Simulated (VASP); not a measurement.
# AlN (P6_3mc) in VASP: notebook

The runs below take AlN through relaxation of cell and atoms, with PBEsol, PBE, AM05.

All numbers are computed with VASP 6.6.1; they aren't measurements. Logs are shortened: lines on timing, memory, paths and dates and some standing lists are left out, and cuts for length are marked.

### 1 The structure

The structure is hexagonal, space group P6_3mc (No. 186). The conventional cell has a = 3.113 Å, b = 3.113 Å, c = 4.981 Å, α = 90.00°, β = 90.00°, γ = 120.00°. Al (site symmetry 3m) is surrounded by 4 N at 1.89 to 1.90 Å. Around N (site symmetry 3m) lie 4 Al at 1.89 to 1.90 Å.

### 2 Relaxation of cell and atoms, PBEsol

The input, INCAR:

```
ALGO     = Normal         # electronic algorithm
EDIFF    = 1E-7           # SCF threshold, eV
EDIFFG   = -0.005         # ionic threshold
ENCUT    = 600            # plane-wave cutoff, eV
GGA      = PS             # functional
IBRION   = 2              # ionic algorithm
ISIF     = 3              # what is computed and relaxed
ISMEAR   = 0              # smearing method
KPAR     = 2            
LASPH    = True           # aspherical terms in the spheres
LCHARG   = False          # write CHGCAR
LREAL    = False          # projectors in reciprocal space
LWAVE    = False          # write WAVECAR
NELM     = 80             # most SCF steps
NSW      = 90             # ionic steps
PREC     = Accurate       # precision mode
SIGMA    = 0.03           # smearing width, eV
```

The input, KPOINTS:

```
k-points
0
Gamma
  12 12 6
```

The input, POSCAR:

```
AlN                                     
1.0
    3.1127044167      0.0000000000      0.0000000000
   -1.5563522084      2.6956810994      0.0000000000
    0.0000000000      0.0000000000      4.9808959608
  Al              N             
     2     2
Direct
     0.3333333332999970    0.6666666667000030    0.9989884320302729
     0.6666666667000030    0.3333333332999970    0.4989884320302728
     0.3333333332999970    0.6666666667000030    0.3810115679697297
     0.6666666667000030    0.3333333332999970    0.8810115679697297
```

Potentials or basis: VASP PAW PBE potentials, release 64 (Al, N).

Launch:

```
$ cat potpaw_PBE.64/Al/POTCAR potpaw_PBE.64/N/POTCAR > POTCAR
$ mpirun -np 2 vasp_std > vasp.out
```

OUTCAR:

```text
EDIFF = 1E-7
   EDIFFG = -0.005
   ENCUT = 600
   GGA = PS
   IBRION = 2
   ISIF = 3
   ISMEAR = 0
   LASPH = True
   LREAL = False
   NELM = 80
   NSW = 90
   PREC = Accurate

 ion  position               nearest neighbor table
   1  0.333  0.667  0.999-   4 1.89   4 1.89   4 1.89   3 1.90   2 3.07   2 3.07   2 3.07   2 3.07
                             2 3.07   2 3.07
   2  0.667  0.333  0.499-   3 1.89   3 1.89   3 1.89   4 1.90   1 3.07   1 3.07   1 3.07   1 3.07
                             1 3.07   1 3.07
   3  0.333  0.667  0.381-   2 1.89   2 1.89   2 1.89   1 1.90
   4  0.667  0.333  0.881-   1 1.89   1 1.89   1 1.89   2 1.90

  LATTYP: Found a hexagonal cell.
 ALAT       =     3.1127044167
 C/A-ratio  =     1.6001827652

  Lattice vectors:

 A1 = (   3.1127044167,   0.0000000000,   0.0000000000)
 A2 = (  -1.5563522084,   2.6956810994,   0.0000000000)
 A3 = (   0.0000000000,   0.0000000000,   4.9808959608)

Analysis of symmetry for initial positions (statically):
=====================================================================
 Subroutine PRICEL returns:
 Original cell was already a primitive cell.

 Routine SETGRP: Setting up the symmetry group for a
 hexagonal supercell.

 Subroutine GETGRP returns: Found 12 space group operations
 (whereof  6 operations were pure point group operations)
 out of a pool of 24 trial point group operations.

The static configuration has the point symmetry C_3v.
 The point group associated with its full space group is C_6v.

Analysis of symmetry for dynamics (positions and initial velocities):
=====================================================================
 Subroutine PRICEL returns:
 Original cell was already a primitive cell.

 Routine SETGRP: Setting up the symmetry group for a
 hexagonal supercell.

 Subroutine GETGRP returns: Found 12 space group operations
 (whereof  6 operations were pure point group operations)
 out of a pool of 24 trial point group operations.

The dynamic configuration has the point symmetry C_3v.
 The point group associated with its full space group is C_6v.

 Subroutine INISYM returns: Found 12 space group operations
 (whereof  6 operations are pure point group operations),
 and found     1 'primitive' translations

----------------------------------------------------------------------------------------

                                     Primitive cell

  volume of cell :      41.7940

  direct lattice vectors                    reciprocal lattice vectors
[... 116 lines left out ...]
   GGA     = PS    functional components
   LHFCALC =     F    Hartree Fock is set to
   AEXX    =    0.0000 exact exchange contribution
   IVDW    =     0    specifies the selected vdW correction
   LEPSILON=     F    determine dielectric tensor
   LRPA    =     F    only Hartree local field effects (RPA)
 conjugate gradient relaxation of ions
 non-spin polarized calculation
 Gauss-broadening in eV      SIGMA  =   0.03
  energy-cutoff  :      600.00
  volume of cell :       41.79
 maximum number of plane-waves:      1412
 NGX is ok and might be reduce to    28
   NGX = 13   NGY = 13   NGZ = 19

--------------------------------------- Ionic step        1  -------------------------------------------

 number of electron      15.9999999 magnetization

 Free energy of the ion-electron system (eV)
  ---------------------------------------------------
  ext. energy  EPLUGINS =         0.00000000
  ---------------------------------------------------
  free energy    TOTEN  =       -31.31568591 eV

  energy without entropy =      -31.31568591  energy(sigma->0) =      -31.31568591

------------------------ aborting loop because EDIFF is reached ----------------------------------------

  FORCE on cell =-STRESS in cart. coord.  units (eV):
  Direction    XX          YY          ZZ          XY          YZ          ZX
  --------------------------------------------------------------------------------------
  -------------------------------------------------------------------------------------
  Total        0.0222997      0.0222997      0.0321571     -0.0000000     -0.0000000      0.0000000
  in kB        0.8548620      0.8548620      1.2327468     -0.0000000     -0.0000000      0.0000000
  external PRESSURE =       0.9808236 kB  Pullay stress =       0.0000000 kB
[... 63 lines left out ...]
--------------------------------------- Ionic step        3  -------------------------------------------

 number of electron      15.9999999 magnetization

 Free energy of the ion-electron system (eV)
  ---------------------------------------------------
  ext. energy  EPLUGINS =         0.00000000
  ---------------------------------------------------
  free energy    TOTEN  =       -31.31569134 eV

  energy without entropy =      -31.31569134  energy(sigma->0) =      -31.31569134

 E-fermi :   6.2065     XC(G=0): -11.1029

 val. band max:        6.0591934469   @ k =   0.0000   0.0000   0.0000
 cond. band min:      10.1765250342   @ k =   0.0000   0.0000   0.0000
 fundamental gap:      4.1173315872
 Fermi energy:         6.2065117956

 k-point     1 :       0.0000    0.0000    0.0000
  band No.  band energies     occupation
      1      -9.1088      2.00000
      2      -6.9262      2.00000
      3       0.0046      2.00000
      4       5.1786      2.00000
      5       5.1786      2.00000
      6       5.8334      2.00000
      7       5.8334      2.00000
      8       6.0592      2.00000
      9      10.1765      0.00000
     10      12.6103      0.00000
     11      16.5572      0.00000
     12      17.0806      0.00000
[... 331 lines left out ...]
 k-point    24 :       0.3333    0.0000    0.1667
  band No.  band energies     occupation
      1      -7.7687      2.00000
      2      -6.5136      2.00000
      3       1.0980      2.00000
      4       2.0761      2.00000
      5       2.6872      2.00000
      6       4.2619      2.00000
      7       5.2564      2.00000
      8       5.3888      2.00000
      9      11.7853      0.00000
     10      12.5815      0.00000
     11      14.4469      0.00000
     12      16.1201      0.00000

 [... further k-points ...]

------------------------ aborting loop because EDIFF is reached ----------------------------------------

  FORCE on cell =-STRESS in cart. coord.  units (eV):
  Direction    XX          YY          ZZ          XY          YZ          ZX
  --------------------------------------------------------------------------------------
  -------------------------------------------------------------------------------------
  Total       -0.0006335     -0.0006335      0.0031487      0.0000000      0.0000000      0.0000000
  in kB       -0.0242735     -0.0242735      0.1206518      0.0000000      0.0000000      0.0000000
  external PRESSURE =       0.0240349 kB  Pullay stress =       0.0000000 kB
[... 19 lines left out ...]
  FREE ENERGIE OF THE ION-ELECTRON SYSTEM (eV)
  ---------------------------------------------------
  free  energy   TOTEN  =       -31.3156913403 eV

  energy  without entropy=      -31.3156913403  energy(sigma->0) =      -31.31569134

 reached required accuracy - stopping structural energy minimisation
```

It took 48 s on 2 MPI ranks of Intel Xeon Platinum 8259CL at 2.50GHz (Skylake/Cascade Lake), shared host; peak memory 0.19 GiB.

Results:

```
Free energy                            : -31.3157 eV
Relaxed volume                         : 10.45 Å³/atom
Relaxed cell                           : a = 3.113 Å, b = 3.113 Å, c = 4.982 Å, α = 90.00°, β = 90.00°, γ = 120.00°
Space group after relaxing (to 0.05 Å) : P6_3mc (No. 186)
Energy gained by relaxing              : 0.0 meV/atom
Ionic steps                            : 3
Pressure after relaxing                : 0.0 GPa
Band gap on the k mesh                 : 4.12 eV, direct
```

Final structure:
```
CELL_PARAMETERS angstrom
3.11310 0.00000 0.00000
-1.55655 2.69603 0.00000
0.00000 0.00000 4.98181
ATOMIC_POSITIONS crystal
Al 0.33333 0.66667 0.99899
Al 0.66667 0.33333 0.49899
N 0.33333 0.66667 0.38101
N 0.66667 0.33333 0.88101
```

Levels at points of the mesh, in eV from the valence-band top:
```
           k point  band 6  band 7  band 8  band 9  band 10  band 11
(0.00, 0.00, 0.00)   -0.23   -0.23    0.00    4.12     6.55    10.50
(0.50, 0.00, 0.00)   -2.12   -1.81   -0.70    5.67     5.67     8.07
(0.00, 0.00, 0.50)   -0.56   -0.56   -0.56    6.37     6.37    10.20
(0.50, 0.00, 0.50)   -1.49   -1.38   -1.38    5.17     5.17     9.12
```

Caveat: the PAW data sets were made with another functional, which shifts forces and pressure a little.

### 3 Relaxation of cell and atoms, PBE

The input, INCAR:

```
SYSTEM = AlN
PREC = Accurate
ENCUT = 600
EDIFF = 1E-6
ISMEAR = 0
SIGMA = 0.03
LREAL = .FALSE.
LASPH = .TRUE.
NELM = 80
ALGO = Normal
ISIF = 3
LWAVE = .FALSE.
LCHARG = .FALSE.
GGA = PE
IBRION = 2
NSW = 90
EDIFFG = -0.01
KPAR = 2
```

The input, KPOINTS:

```
regular mesh
0
G
  12 12 6
  0 0 0
```

The input, POSCAR:

```
AlN
1.0
    3.1130000000      0.0000000000      0.0000000000
   -1.5565000000      2.6959370820      0.0000000000
    0.0000000000      0.0000000000      4.9810000000
Al N
2 2
Direct
    0.3333333333      0.6666666667      0.0000000000
    0.6666666667      0.3333333333      0.5000000000
    0.3333333333      0.6666666667      0.3800000000
    0.6666666667      0.3333333333      0.8800000000
```

Potentials or basis: VASP PAW PBE potentials, release 64 (Al, N).

Launch:

```
$ cat potpaw_PBE.64/Al/POTCAR potpaw_PBE.64/N/POTCAR > POTCAR
$ mpirun -np 2 vasp_std > vasp.out
```

Run time: 26 s. Hardware: 2 MPI ranks of Intel Xeon Platinum 8488C (Sapphire Rapids), shared host; peak memory 0.19 GiB.

The run converged. Its results:

```yaml
Free_energy: -29.7826 eV
Relaxed_volume: 10.62 Å³/atom
Relaxed_cell: a = 3.127 Å, b = 3.127 Å, c = 5.018 Å, α = 90.00°, β = 90.00°, γ = 120.00°
Space_group_after_relaxing_to_0.05_Å: P6_3mc (No. 186)
Energy_gained_by_relaxing: 2.1 meV/atom
Ionic_steps: 3
Pressure_after_relaxing: 0.0 GPa
Largest_force_after_relaxing: 0.004 eV/Å
Band_gap_on_the_k_mesh: 4.07 eV, direct
```

Forces on the atoms (eV/Å):
```
Al   0.000  0.000 -0.004
Al   0.000  0.000 -0.004
N    0.000  0.000  0.004
N    0.000  0.000  0.004
```

Stress tensor (GPa, compression positive):
```
 0.07  0.00  0.00
 0.00  0.07  0.00
 0.00  0.00 -0.07
```

Step by step:
| step | energy change (eV) | largest force (eV/Å) | pressure (GPa) | volume (Å³) |
| --- | --- | --- | --- | --- |
| 1 | 0.0000 | 0.1289 | 3.35 | 41.80 |
| 2 | -0.0017 | 0.0910 | -2.80 | 43.14 |
| 3 | -0.0083 | 0.0042 | 0.02 | 42.50 |

Final structure:
```xyz
4
Lattice="3.1273 0.0000 0.0000 -1.5637 2.7084 0.0000 0.0000 0.0000 5.0175" Properties=species:S:1:pos:R:3 pbc="T T T"
Al    0.0000    1.8056    5.0142
Al    1.5637    0.9028    2.5054
N     0.0000    1.8056    1.9100
N     1.5637    0.9028    4.4188
```

Levels at points of the mesh, in eV from the valence-band top:
```csv
k point,band 6,band 7,band 8,band 9,band 10,band 11
"(0.00, 0.00, 0.00)",-0.19,-0.19,0.00,4.07,6.54,10.47
"(0.50, 0.00, 0.00)",-2.05,-1.74,-0.68,5.77,5.78,8.05
"(0.00, 0.00, 0.50)",-0.52,-0.52,-0.52,6.33,6.33,10.18
"(0.50, 0.00, 0.50)",-1.43,-1.34,-1.34,5.25,5.25,9.16
```

### 4 Relaxation of cell and atoms, PBE

This run uses another cell than the first one, of 10.62 Å³/atom, 1.017 times its volume.

INCAR, as its differences from that of step 3:

```diff
@@ -3,3 +3,3 @@
 ENCUT = 600
-EDIFF = 1E-6
+EDIFF = 1E-7
 ISMEAR = 0
@@ -16,3 +16,3 @@
 NSW = 90
-EDIFFG = -0.01
+EDIFFG = -0.005
 KPAR = 2
```

KPOINTS is that of step 3.

The input, POSCAR:

```
AlN                                     
1.0
    3.1273442091      0.0000000000      0.0000000000
   -1.5636721045      2.7083595315      0.0000000000
    0.0000000000      0.0000000000      5.0175425414
  Al              N             
     2     2
Direct
     0.3333333332999970    0.6666666667000030    0.9993379579570320
     0.6666666667000030    0.3333333332999970    0.4993379579570320
     0.3333333332999970    0.6666666667000030    0.3806620420429706
     0.6666666667000030    0.3333333332999970    0.8806620420429706
```

Launch:

```
$ cat potpaw_PBE.64/Al/POTCAR potpaw_PBE.64/N/POTCAR > POTCAR
$ mpirun -np 2 vasp_std > vasp.out
```

It took 19 s on 2 MPI ranks of Intel Xeon Platinum 8488C (Sapphire Rapids), shared host; peak memory 0.18 GiB.

The run converged. Its results:

| Item | Value |
| --- | --- |
| Free energy | -29.7835 eV |
| Energy gained by relaxing | 0.0 meV/atom |
| Ionic steps | 2 |
| Pressure after relaxing | 0.0 GPa |
| Largest force after relaxing | 0.005 eV/Å |
| Band gap on the k mesh | 4.06 eV, direct |

Forces on the atoms (eV/Å):
```
Al   0.000  0.000 -0.005
Al   0.000  0.000 -0.005
N    0.000  0.000  0.005
N    0.000  0.000  0.005
```

Final structure:
```
Al N
1.0
     3.12787    0.00000    0.00000
    -1.56393    2.70881    0.00000
     0.00000    0.00000    5.01593
Al N
2 2
Direct
  0.33333 0.66667 0.99930
  0.66667 0.33333 0.49930
  0.33333 0.66667 0.38070
  0.66667 0.33333 0.88070
```

Levels at points of the mesh, in eV from the valence-band top:
```tsv
k point	band 4	band 5	band 6	band 7	band 8	band 9	band 10	band 11	band 12
(0.00, 0.00, 0.00)	-0.84	-0.84	-0.20	-0.20	0.00	4.06	6.53	10.47	11.05
(0.50, 0.00, 0.00)	-4.12	-3.30	-2.05	-1.74	-0.68	5.77	5.77	8.04	10.16
(0.00, 0.00, 0.50)	-3.30	-0.53	-0.53	-0.53	-0.53	6.33	6.33	10.18	10.18
(0.50, 0.00, 0.50)	-5.53	-1.44	-1.44	-1.35	-1.35	5.25	5.25	9.16	9.16
```

(Part 1 of 2 ends here.)
